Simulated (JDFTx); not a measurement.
Runs of JDFTx 1.7.0 (patched build) on CaO. Symmetry: Fm-3m, No. 225, cubic system. Conventional cell: a = 4.807 Å, b = 4.807 Å, c = 4.807 Å, α = 90.00°, β = 90.00°, γ = 90.00°. Around Ca (site symmetry m-3m) lie 6 O at 2.40 Å. O (site symmetry m-3m) is surrounded by 6 Ca at 2.40 Å. The cell is a database's computed one.

| task | level | potentials or basis | k mesh | smearing | max SCF steps | SCF threshold on the energy | solver of the electrons | further solve for the empty bands | band ratio of the Davidson solver | mesh quality | gap on the mesh (eV) | pressure (GPa) |
| --- | --- | --- | --- | --- | --- | --- | --- | --- | --- | --- | --- | --- |
| single point | PBEsol | PseudoDojo-SR-PBEsol-0.4.1-standard with smoothed tails | 10 × 10 × 10 | gaussian 0.05 eV | 100 | 1e-09 Ha | scf | yes | - | not flagged | 3.56 | -3.0 |
| single point | HSE06 | PseudoDojo-SR-PBE-0.5-standard with smoothed tails | 3 × 3 × 3 | fermi-dirac 0.05 eV | 100 | 1e-07 Ha | scf | yes | - | coarse | 5.82 | -0.6 |
| single point | PBEsol | PseudoDojo-SR-PBEsol-0.4.1-standard with smoothed tails | 10 × 10 × 10 | fermi-dirac 0.05 eV | 100 | 1e-09 Ha | scf | yes | - | not flagged | 3.56 | -3.0 |
| single point | LDA | PseudoDojo-SR-LDA-0.4.1-standard with smoothed tails | 10 × 10 × 10 | fermi-dirac 0.05 eV | 100 | 1e-09 Ha | scf | yes | - | not flagged | (a) | -7.3 |

Alike in all rows: no spin polarisation; cell as given; cutoff (eV) 1143.

**Question.** Estimate the missing entries.

**Answer.** (a) 3.49.

Caveats: some runs use coarse meshes; this program's HSE differs a little from the usual definition (some runs); the hybrid runs on potentials with a model core (some runs); the potentials were made for another functional, which shifts forces and pressure (some runs); an odd mesh through Γ misses points on the zone boundary, where band edges often lie (some runs).
